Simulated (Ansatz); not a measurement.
All numbers below come from Ansatz, DFT PBE, scalar-relativistic, plane waves, PAW. Settings: cutoff 420 eV, Γ-centred meshes spaced at most about 0.3 Å⁻¹, and about 0.25 Å⁻¹ or finer for metals (2π included), Gaussian smearing. No spin polarisation in the final relaxations.

All energies are static (0 K, no zero-point motion).

Compare these two cells of Sb2S, each relaxed at this level.

A. Space group P6/mmm (No. 191), hexagonal, a = 3.323 Å, c = 8.271 Å. Sb is surrounded by 1 S at 2.52 Å; S is surrounded by 2 Sb at 2.52 Å.

B. Space group P4/nmm (No. 129), tetragonal, a = 4.183 Å, c = 8.752 Å. Sb on a site of symmetry -4m2 has 4 Sb at 2.96 Å; Sb on a site of symmetry 4mm is surrounded by 1 S at 2.60 Å and 4 S at 3.00 Å; S is surrounded by 1 Sb at 2.60 Å and 4 Sb at 3.00 Å.

Question: Which would you expect to be lower, and how large is the difference?

Answer: B is lower, by 221 meV/atom. A has space group P6/mmm (No. 191), 26.4 Å³/atom and no gap on its mesh; B has space group P4/nmm (No. 129), 25.5 Å³/atom and no gap. Counting S atoms around Sb (those within 1.25 times the shortest such distance or 1.15 times the sum of covalent radii; the shortest distance is added where it is long for a bond; a slash parts the counts of unlike sites), A has Sb 1 and B has Sb 4 from 3.9 Å/1+4. B holds Sb–Sb nets (shortest 2.96 Å); in A the shortest Sb–Sb distance is 3.23 Å, near bonding range too. The denser one is the lower, and pressure would at first widen the difference. Even the lower one lies +0.10 eV/atom against the reference forms of the elements (uncorrected), so neither is stable at this level. Both come from invented guesses.

Spin–orbit coupling, which can matter for Sb, is left out. Cells relaxed within their symmetry can be saddle points.

The 221 meV/atom preference for B probably reflects better use of the p orbitals on both elements. In A, sulfur sits in a straight Sb–S–Sb bridge, whereas divalent sulfur normally prefers a bent one, and the Sb–Sb contacts are long for full single bonds. B has Sb–Sb contacts of 2.96 Å, close to a single bond, within a square net, and adds four weak Sb–S contacts to each short one. The energies alone can't separate these two contributions.

A formal split into Sb³⁺, S²⁻ and net Sb⁻ gives the electron count typical of hypervalent square nets, in which partly filled in-plane p bands carry delocalised bonding. This is consistent with the absence of a gap, though the real charge separation between the two Sb sites is surely much smaller.

The positive energy against the elements fits the known chemistry, in which stibnite, Sb2S3, is the established sulfide. Because stibnite forms exothermically, a mixture of it with antimony is a stricter competitor than the elements, so B is only the better of two unfavourable arrangements.
